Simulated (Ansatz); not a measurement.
# TiCo3 (Pm-3m) in Ansatz: reference runs

Aim: a first look at TiCo3 with PBEsol, on the cell as given and on a disturbed one.

Everything below comes from runs of Ansatz 0.2.0. Logs are shortened: lines on timing, memory, paths and dates and some standing lists are left out, and cuts for length are marked.

### 1 Starting point

It takes space group Pm-3m (No. 221, cubic). The conventional cell has a = 3.571 Å, b = 3.571 Å, c = 3.571 Å, α = 90.00°, β = 90.00°, γ = 90.00°. Co (site symmetry 4/mmm) has 8 Co at 2.53 Å and 4 Ti at 2.53 Å as nearest neighbours. Ti (site symmetry m-3m) has 12 Co at 2.53 Å as nearest neighbours.

### 2 Single point, PBEsol, collinear spin, ferromagnetic start

File input.yaml:

```yaml
crystal:
  lattice:
    - [3.571, 0.0, 0.0]
    - [0.0, 3.571, 0.0]
    - [0.0, 0.0, 3.571]
  atoms:
    - { symbol: Co, position: [0.5, 0.5, 0.0], spin: 2.0 }
    - { symbol: Co, position: [0.5, 0.0, 0.5], spin: 2.0 }
    - { symbol: Co, position: [0.0, 0.5, 0.5], spin: 2.0 }
    - { symbol: Ti, position: [0.0, 0.0, 0.0], spin: 1.0 }
hamiltonian:
  xc: pbesol
  pseudopotentials: { kind: paw }
magnetization:
  spin_polarized: true
kpoints:
  mp_grid: { grid: [8, 8, 8] }
scf:
  occupations: { method: fermi_dirac, width: 0.05 }
output:
  forces: true
  stress: true
  eigenvalues: true
  write_density: true
  write_potential: true
  elf: true
  volumetric_format: npy
```

Potentials or basis: Ansatz PAW.

Command:

```sh
$ ansatz run input.yaml --threads 2 --pin off --max-ram 5632MiB --backend cpu --events-out ev --progress --plain --runs-dir out
```

The program printed:

```text
Warning: RAYON_NUM_THREADS=2 ignored (pool sized by the plan → 2); use --threads N
Engine: ansatz 0.2.0, x86_64-unknown-linux-gnu
Pseudopotentials: kind: paw
Pseudopotential: Co, paw, valence charge 17, recommended cutoff 420 eV (normal), Co.paw.azcp
Pseudopotential: Ti, paw, valence charge 12, recommended cutoff 420 eV (normal), Ti.paw.azcp
Functional definition: PBEsol
  exchange = pbesol_x
  correlation = pbesol_c
Crystal: 4 atoms, lattice volume = 45.538 Å³
Basis set: ecut = 420 eV, 895 PW (Γ), exchange–correlation on 48×48×48 points (8 copies of the dense FFT grid, shifted against one another)
Bands: 42, of which v1, the nominal top of the filled ones, is band 32 counted from 1 (31 counted from 0)
Symmetry: 48 space group operations
Space group: Pm-3m (ITA 221), of the structure as read, at distance tolerance 3.6e-5 Å
Magnetic group: BNS 221.92 (UNI 1594), of the structure as read, at distance tolerance 3.6e-5 Å
k-points: 35 of 512
Non-local potential: Co, projectors of the file, l = 0: 3, l = 1: 2, l = 2: 3, l = 3: 1
Non-local potential: Ti, projectors of the file, l = 0: 3, l = 1: 2, l = 2: 3, l = 3: 1
PAW form: soft (Blöchl's): semilocal exchange-correlation on the pseudo side does not see the compensation charge
PAW frozen core: Co, regenerated for the run's functional, and the local potential with it (the file was generated under x = pbe(κ = 0.804, μ = 0.2195149727645171), c = pbe(β = 0.06672455060314922))
PAW frozen core: Ti, regenerated for the run's functional, and the local potential with it (the file was generated under x = pbe(κ = 0.804, μ = 0.2195149727645171), c = pbe(β = 0.06672455060314922))
PAW one-centre angular grid: Co, 590 points (default); XC on 64 Gauss nodes
PAW one-centre angular grid: Ti, 590 points (default); XC on 64 Gauss nodes
Initial density: superposition of atomic densities (chi_scale 0.1, normalization cell)
Starting moments: Σ|m| = 7 μB on 4 of 4 sites
Initial wavefunctions: pseudopotential atomic-orbital guess
Functional: x = pbesol(κ = 0.804, μ = 0.12345679012345678), c = pbesol(β = 0.046)
SCF iter   1: F=—  HF=-17754.521446 eV  |F-HF|=—  |Δ(HF+E_count)|=         —  Δρ=1.90e-1 (↑1.90e-1 ↓6.63e-2)  dr2=5.87e0  dr2_m=6.12e0  M=2.430 μB ∫|m|=3.036 μB  β_m=0.30  ethr=3.10e-3  ⟨swp⟩=5.3  Hψ=9227  notcnv=0  defer=4
Mixer restart at iter 1: flushing history
preconditioner: auto → Kerker (q_TF=auto, 2.880 Å⁻¹)  [metal: Δε(μ)=0.017 eV  Ē_g=11.382 eV  σ=0.050 eV  W_gap=0.08  n_scr=18 (ndim 8)  ℏωp=33.5 eV  f_vac=0.000  D(μ)=5.76/eV (n_scr^D=80)]
spin=Collinear: Kerker preconditioning applied to the charge; magnetization (m = ρ↑ − ρ↓) channel mixes plain (no charge-response kernel on spin).
SCF iter   2: F=—  HF=-17751.806203 eV  |F-HF|=—  |Δ(HF+E_count)|=    2.72e0  Δρ=7.91e-2 (↑7.91e-2 ↓5.67e-2)  dr2=8.50e-1  dr2_m=1.78e0  M=2.816 μB ∫|m|=3.620 μB  β_m=0.41  ethr=3.10e-3  ⟨swp⟩=2.0  Hψ=5025  notcnv=0  defer=149
SCF iter   3: F=—  HF=-17753.045083 eV  |F-HF|=—  |Δ(HF+E_count)|=    1.24e0  Δρ=3.27e-2 (↑3.16e-2 ↓3.27e-2)  dr2=2.59e-1  dr2_m=3.84e-1  M=2.813 μB ∫|m|=3.700 μB  β_m=0.59  ethr=1.35e-3  ⟨swp⟩=2.7  Hψ=5084  notcnv=0  defer=151
SCF iter   4: F=—  HF=-17754.000717 eV  |F-HF|=—  |Δ(HF+E_count)|=   9.56e-1  Δρ=1.80e-2 (↑7.93e-3 ↓1.80e-2)  dr2=2.50e-1  dr2_m=1.66e-2  M=2.581 μB ∫|m|=3.637 μB  β_m=0.79  ethr=4.12e-4  ⟨swp⟩=2.9  Hψ=5024  notcnv=0  defer=151
SCF iter   5: F=—  HF=-17753.940698 eV  |F-HF|=—  |Δ(HF+E_count)|=   6.00e-2  Δρ=1.59e-2 (↑1.57e-2 ↓1.59e-2)  dr2=2.43e-1  dr2_m=3.35e-3  M=2.341 μB ∫|m|=3.408 μB  β_m=0.76  ethr=3.96e-4  ⟨swp⟩=2.6  Hψ=6186  notcnv=0  defer=162
SCF iter   6: F=—  HF=-17754.004032 eV  |F-HF|=—  |Δ(HF+E_count)|=   6.33e-2  Δρ=8.20e-3 (↑7.51e-3 ↓8.20e-3)  dr2=6.53e-2  dr2_m=6.64e-4  M=2.438 μB ∫|m|=3.515 μB  β_m=0.88  ethr=3.85e-4  ⟨swp⟩=2.4  Hψ=4237  notcnv=0  defer=162
SCF iter   7: F=—  HF=-17754.018656 eV  |F-HF|=—  |Δ(HF+E_count)|=   1.46e-2  Δρ=1.62e-3 (↑1.62e-3 ↓1.26e-3)  dr2=2.60e-3  dr2_m=3.55e-5  M=2.496 μB ∫|m|=3.583 μB  β_m=0.94  ethr=1.04e-4  ⟨swp⟩=2.2  Hψ=4454  notcnv=0  defer=162
SCF iter   8: F=—  HF=-17754.019170 eV  |F-HF|=—  |Δ(HF+E_count)|=   5.14e-4  Δρ=5.38e-4 (↑4.48e-4 ↓5.38e-4)  dr2=3.30e-5  dr2_m=9.03e-5  M=2.502 μB ∫|m|=3.587 μB  β_m=0.94  ethr=4.12e-6  ⟨swp⟩=2.1  Hψ=5657  notcnv=0  defer=162
SCF iter   9: F=—  HF=-17754.019176 eV  |F-HF|=—  |Δ(HF+E_count)|=   6.60e-6  Δρ=4.05e-4 (↑1.87e-4 ↓4.05e-4)  dr2=1.91e-5  dr2_m=3.56e-5  M=2.502 μB ∫|m|=3.585 μB  β_m=0.97  ethr=5.23e-8  ⟨swp⟩=2.0  Hψ=4374  notcnv=0  defer=162
SCF iter  10: F=—  HF=-17754.019177 eV  |F-HF|=—  |Δ(HF+E_count)|=   6.66e-7  Δρ=1.37e-4 (↑1.37e-4 ↓5.08e-5)  dr2=2.59e-6  dr2_m=3.46e-6  M=2.499 μB ∫|m|=3.581 μB  β_m=0.99  ethr=3.03e-8  ⟨swp⟩=2.0  Hψ=3935  notcnv=0  defer=162
SCF iter  11: F=—  HF=-17754.019176 eV  |F-HF|=—  |Δ(HF+E_count)|=   4.52e-7  Δρ=1.69e-5 (↑1.69e-5 ↓1.11e-5)  dr2=1.68e-7  dr2_m=1.23e-8  M=2.498 μB ∫|m|=3.580 μB  β_m=0.99  ethr=4.11e-9  ⟨swp⟩=2.5  Hψ=4744  notcnv=0  defer=162
SCF iter  12: F=—  HF=-17754.019176 eV  |F-HF|=—  |Δ(HF+E_count)|=   4.91e-9  Δρ=1.80e-5 (↑1.12e-5 ↓1.80e-5)  dr2=3.45e-7  dr2_m=5.87e-9  M=2.498 μB ∫|m|=3.580 μB  β_m=0.99  ethr=2.66e-10  ⟨swp⟩=2.4  Hψ=5001  notcnv=0  defer=162
SCF iter  13: F=—  HF=-17754.019176 eV  |F-HF|=—  |Δ(HF+E_count)|=   3.99e-9  Δρ=4.88e-6 (↑1.42e-6 ↓4.88e-6)  dr2=3.95e-9  dr2_m=3.66e-9  M=2.498 μB ∫|m|=3.580 μB  β_m=1.00  ethr=2.66e-10  ⟨swp⟩=2.0  Hψ=4035  notcnv=0  defer=162
SCF iter  14: F=-17754.019176 eV  HF=-17754.019176 eV  |F-HF|=3.40e-9  |Δ(HF+E_count)|=  3.42e-10  Δρ=1.96e-6 (↑1.10e-6 ↓1.96e-6)  dr2=3.86e-9  dr2_m=8.89e-11  M=2.499 μB ∫|m|=3.580 μB  ethr=6.28e-12  ⟨swp⟩=10.3  Hψ=15733  notcnv=0
SCF 1 converged in 14 iterations: F = -17754.019176 eV  dr2 = 3.86e-9
SCF converged after 14 iterations
Magnetization: 2.4985 μB (32.7493 up, 30.2507 down)
Absolute magnetization: 3.5802 μB (∫|ρ↑−ρ↓|, with the PAW one-centre terms)
Spin contamination: 0.1293 ħ² per cell (⟨S²⟩ above its minimum at these occupations)
Per-site moments (μB) at R_I (Å): [(1.0084060948506637, 1.0415948051920791), (1.008406094850663, 1.0415948051920791), (1.0084060948506621, 1.0415948051920791), (-0.32488802865284616, 1.0415948051920791)]
Free energy (F): -17754.019176 eV
Harris-Foulkes:  -17754.019176 eV  (|F-HF|=3.40e-9)
Internal energy: -17753.976564 eV  (E = F + TS)
E sigma→0 (E₀):  -17753.997870 eV
Entropy (-TS):   -0.042612 eV (-10.653 meV/atom)
Fermi energy:    18.248774 eV
--- Per-component energies (eV) ---
  E_band       = -834.786031
  E_kinetic    = 1644.534904
  E_local      = -9462.395928  (includes V_loc(G=0)·N_el)
  E_nonlocal   = 1373.092765
  E_hartree    = 3991.834960
  E_xc         = -573.441878
  E_vxc        = -739.700250  (∫ρ·V_xc dr)
  E_paw        = -5470.744709  (= ΣΔE_a)
  E_vpaw       = -1633.982364  (= ΣTr[D̂ρ^β])
  E_aug_tail   = 0.000279  (compensation charges beyond the density's cutoff)
  E_ewald      = -9257.561599
  E_core_change = 0.704642  (= ΣΔE_core)
  E_smearing   = -0.042612  (= −TS)
  E_closure    = -0.000000  (closes the sum)
  Σ components = -17754.019176   (vs F -17754.019176, Δ=0.00e0)
--- Forces (eV/Å), atoms counted from 1 ---
  atom   1  Co     0.00000000     0.00000000     0.00000000
  atom   2  Co    -0.00000000    -0.00000000     0.00000000
  atom   3  Co     0.00000000     0.00000000     0.00000000
  atom   4  Ti    -0.00000000     0.00000000     0.00000000
  max |Σ_I F_I| component: 1.52e-28 eV/Å
--- Stress (GPa, compression-positive) ---
       -3.853193       0.000000       0.000000
        0.000000      -3.853193       0.000000
        0.000000       0.000000      -3.853193
  P = ⅓ Tr σ = -3.8532 GPa (-38.532 kbar)
--- Band table (eV; the first three rows and the last of 70) ---
  k-point 0 ↑: bands = ["-76.8184", "-76.7726", "-76.7726", "-40.3369", "-40.3369", "-40.3369", "-40.1416", "-40.1416", "-40.1416", "-40.1177", "-40.1177", "-40.1177", "-37.7851", "-14.1652", "-14.1652", "-14.1652", "10.0340", "13.5804", "13.5804", "13.8408", "14.3812", "14.3812", "14.3812", "16.5514", "16.5514", "16.5514", "17.4691", "17.4691", "18.0057", "18.3150", "18.3150", "18.3150", "20.5457", "20.5457", "21.3800", "21.3800", "21.3800", "21.7165", "21.7165", "21.7165", "29.4821", "29.6408"]
  k-point 1 ↑: bands = ["-76.8169", "-76.7741", "-76.7726", "-40.3336", "-40.3336", "-40.3315", "-40.1428", "-40.1428", "-40.1419", "-40.1254", "-40.1197", "-40.1197", "-37.7827", "-14.1755", "-14.1656", "-14.1656", "10.2446", "13.6594", "13.7102", "13.9254", "14.4505", "14.4674", "14.4674", "16.4706", "16.6052", "16.6052", "17.3879", "17.4804", "17.9265", "18.0048", "18.0048", "18.3152", "19.8798", "20.4584", "20.7105", "20.7105", "21.2592", "21.7012", "22.6933", "22.6933", "29.4617", "29.5508"]
  k-point 2 ↑: bands = ["-76.8125", "-76.7784", "-76.7726", "-40.3251", "-40.3251", "-40.3163", "-40.1470", "-40.1470", "-40.1459", "-40.1427", "-40.1239", "-40.1239", "-37.7769", "-14.2003", "-14.1668", "-14.1668", "10.8536", "13.7789", "14.0647", "14.1774", "14.6468", "14.7244", "14.7244", "16.2465", "16.7230", "16.7230", "17.1640", "17.3388", "17.3388", "17.4878", "17.7096", "18.3157", "18.4350", "20.0710", "20.0710", "20.2451", "21.0637", "21.6654", "24.0988", "24.0988", "29.2330", "29.2862"]
  k-point 34 ↓: bands = ["-75.5833", "-75.5833", "-75.5833", "-39.1699", "-39.1249", "-39.1249", "-39.1249", "-38.9516", "-38.9516", "-38.9516", "-38.9171", "-38.9171", "-38.0875", "-14.5228", "-14.5228", "-14.5228", "13.9443", "13.9443", "13.9443", "14.7862", "17.0381", "17.0381", "17.0381", "17.3489", "17.3489", "17.3489", "17.4917", "17.4917", "18.0176", "18.8376", "18.8376", "18.8376", "19.2388", "19.2388", "19.2388", "20.6346", "20.6346", "20.6346", "21.3145", "21.3145", "26.6169", "26.6169"]
```

Run time: 7.3 s. Hardware: 2 threads of AMD EPYC 7R13 (Zen 3), shared host; peak memory 0.53 GiB.

Results:

- Free energy: -17754.0192 eV
- Pressure: -3.9 GPa
- Band gap on the k mesh: none (metal or under the smearing width)
- Net moment: 2.50 μB per cell
- Absolute moment: 3.58 μB per cell
- Site moments: Co +1.01; Ti -0.32 μB

Caveat: the PAW data sets come from PBE, with cores solved anew for the run's functional, which leaves a small shift of forces and pressure; the starting moments weren't kept.

### 3 Single point, PBEsol, collinear spin, ferromagnetic start (atoms moved at random, drawn with an rms of 0.05 Å)

Edit input.yaml of step 2 so:

```diff
@@ -6,6 +6,6 @@
   atoms:
-    - { symbol: Co, position: [0.5, 0.5, 0.0], spin: 2.0 }
-    - { symbol: Co, position: [0.5, 0.0, 0.5], spin: 2.0 }
-    - { symbol: Co, position: [0.0, 0.5, 0.5], spin: 2.0 }
-    - { symbol: Ti, position: [0.0, 0.0, 0.0], spin: 1.0 }
+    - { symbol: Co, position: [0.493418, 0.504176, -0.002378], spin: 2.0 }
+    - { symbol: Co, position: [0.504561, -0.005065, 0.502566], spin: 2.0 }
+    - { symbol: Co, position: [-0.013529, 0.504512, 0.504203], spin: 2.0 }
+    - { symbol: Ti, position: [-0.009654, 0.009258, -0.01124], spin: 1.0 }
 hamiltonian:
```

Potentials or basis: Ansatz PAW.

Command:

```sh
$ ansatz run input.yaml --threads 2 --pin off --max-ram 5632MiB --backend cpu --events-out ev --progress --plain --runs-dir out
```

The program printed:

```text
Warning: RAYON_NUM_THREADS=2 ignored (pool sized by the plan → 2); use --threads N
Engine: ansatz 0.2.0, x86_64-unknown-linux-gnu
Pseudopotentials: kind: paw
Pseudopotential: Co, paw, valence charge 17, recommended cutoff 420 eV (normal), Co.paw.azcp
Pseudopotential: Ti, paw, valence charge 12, recommended cutoff 420 eV (normal), Ti.paw.azcp
Functional definition: PBEsol
  exchange = pbesol_x
  correlation = pbesol_c
Crystal: 4 atoms, lattice volume = 45.538 Å³
Basis set: ecut = 420 eV, 895 PW (Γ), exchange–correlation on 48×48×48 points (8 copies of the dense FFT grid, shifted against one another)
Bands: 42, of which v1, the nominal top of the filled ones, is band 32 counted from 1 (31 counted from 0)
[... 55 lines left out ...]
  E_paw        = -5470.895394  (= ΣΔE_a)
  E_vpaw       = -1634.266135  (= ΣTr[D̂ρ^β])
  E_aug_tail   = 0.000275  (compensation charges beyond the density's cutoff)
  E_ewald      = -9252.945391
  E_core_change = 0.704642  (= ΣΔE_core)
  E_smearing   = -0.042758  (= −TS)
  E_closure    = 0.000000  (closes the sum)
  Σ components = -17753.985855   (vs F -17753.985855, Δ=0.00e0)
--- Forces (eV/Å), atoms counted from 1 ---
  atom   1  Co    -0.10685369    -0.02628576     0.14996754
  atom   2  Co    -0.47663815     0.20807545    -0.28246735
  atom   3  Co     0.29526885    -0.03973561    -0.33572524
  atom   4  Ti     0.28821575    -0.14204872     0.46820928
  max |Σ_I F_I| component: 1.58e-5 eV/Å
--- Stress (GPa, compression-positive) ---
       -3.469036      -0.156527       0.086600
       -0.156527      -3.410852      -0.069569
        0.086600      -0.069569      -3.482664
  P = ⅓ Tr σ = -3.4542 GPa (-34.542 kbar)
--- Band table (eV; the first three rows and the last of 520) ---
  k-point 0 ↑: bands = ["-76.8162", "-76.7703", "-76.7686", "-40.3386", "-40.3346", "-40.3329", "-40.1412", "-40.1393", "-40.1378", "-40.1162", "-40.1153", "-40.1127", "-37.7817", "-14.1648", "-14.1633", "-14.1622", "10.0357", "13.5788", "13.5832", "13.8397", "14.3718", "14.3817", "14.3869", "16.5445", "16.5502", "16.5620", "17.4644", "17.4677", "18.0065", "18.3101", "18.3141", "18.3182", "20.4914", "20.5299", "21.3880", "21.3983", "21.4441", "21.7131", "21.7177", "21.7213", "29.4656", "29.6027"]
  k-point 1 ↑: bands = ["-76.8146", "-76.7704", "-76.7699", "-40.3359", "-40.3314", "-40.3269", "-40.1424", "-40.1408", "-40.1375", "-40.1229", "-40.1181", "-40.1152", "-37.7793", "-14.1743", "-14.1639", "-14.1634", "10.2463", "13.6573", "13.7123", "13.9239", "14.4410", "14.4677", "14.4727", "16.4699", "16.5995", "16.6138", "17.3845", "17.4734", "17.9231", "18.0061", "18.0130", "18.3122", "19.8552", "20.4381", "20.7204", "20.7324", "21.2899", "21.6999", "22.6949", "22.7012", "29.4480", "29.5111"]
  k-point 2 ↑: bands = ["-76.8105", "-76.7742", "-76.7703", "-40.3282", "-40.3230", "-40.3111", "-40.1489", "-40.1451", "-40.1400", "-40.1376", "-40.1232", "-40.1199", "-37.7736", "-14.1990", "-14.1651", "-14.1646", "10.8551", "13.7763", "14.0650", "14.1745", "14.6368", "14.7224", "14.7288", "16.2473", "16.7177", "16.7286", "17.1434", "17.3234", "17.3526", "17.5060", "17.7112", "18.3102", "18.4320", "20.0652", "20.0803", "20.2605", "21.0835", "21.6663", "24.0969", "24.1031", "29.2172", "29.2416"]
  k-point 259 ↓: bands = ["-75.5890", "-75.5878", "-75.5839", "-39.1761", "-39.1342", "-39.1286", "-39.1274", "-38.9565", "-38.9541", "-38.9534", "-38.9211", "-38.9201", "-38.0798", "-14.5188", "-14.5177", "-14.5165", "13.9385", "13.9447", "13.9480", "14.7843", "17.0203", "17.0345", "17.0387", "17.3280", "17.3461", "17.3526", "17.4819", "17.4925", "18.0162", "18.8259", "18.8332", "18.8460", "19.2346", "19.2414", "19.2570", "20.6316", "20.6339", "20.6506", "21.3100", "21.3189", "26.5939", "26.6111"]
```

rho_z.tsv:

```text
# z_ang	rho[e/angstrom^3]	rho_spin[e/angstrom^3]
# format = ansatz-planar-average/11
# lattice	3.571000000	0.000000000	0.000000000
# lattice	0.000000000	3.571000000	0.000000000
# lattice	0.000000000	0.000000000	3.571000000
# sites	4
# site	27	1.761995678	1.800412496	-0.008491838
# site	27	1.801787331	-0.018087115	1.794663186
# site	27	-0.048312059	1.801612352	1.800508913
# site	22	-0.034474434	0.033060318	-0.040138040
0.000000	2.670420e0	8.725749e-2
0.148792	2.279802e0	6.748051e-2
0.297583	1.555335e0	3.323102e-2
0.446375	9.375674e-1	1.052184e-2
0.595167	5.625956e-1	2.995820e-4
0.743958	3.912355e-1	-3.601978e-3
[... 16 lines left out ...]
3.273417	1.720608e0	3.510011e-2
3.422208	2.395089e0	7.038291e-2
```

It took 87 s on 2 threads of AMD EPYC 7R13 (Zen 3), shared host; peak memory 1 GiB.

What came out:

- Free energy: -17753.9859 eV
- Pressure: -3.5 GPa
- Largest force: 0.592 eV/Å
- Band gap on the k mesh: none (metal or under the smearing width)
- Net moment: 2.49 μB per cell
- Absolute moment: 3.56 μB per cell
- Site moments: Co +1.00; Ti -0.31 μB

Forces in eV/Å, atoms in the order of the input:
```
Co  -0.107 -0.026  0.150
Co  -0.477  0.208 -0.282
Co   0.295 -0.040 -0.336
Ti   0.288 -0.142  0.468
```

Caveat: the PAW data sets come from PBE, with cores solved anew for the run's functional, which leaves a small shift of forces and pressure; the starting moments weren't kept.
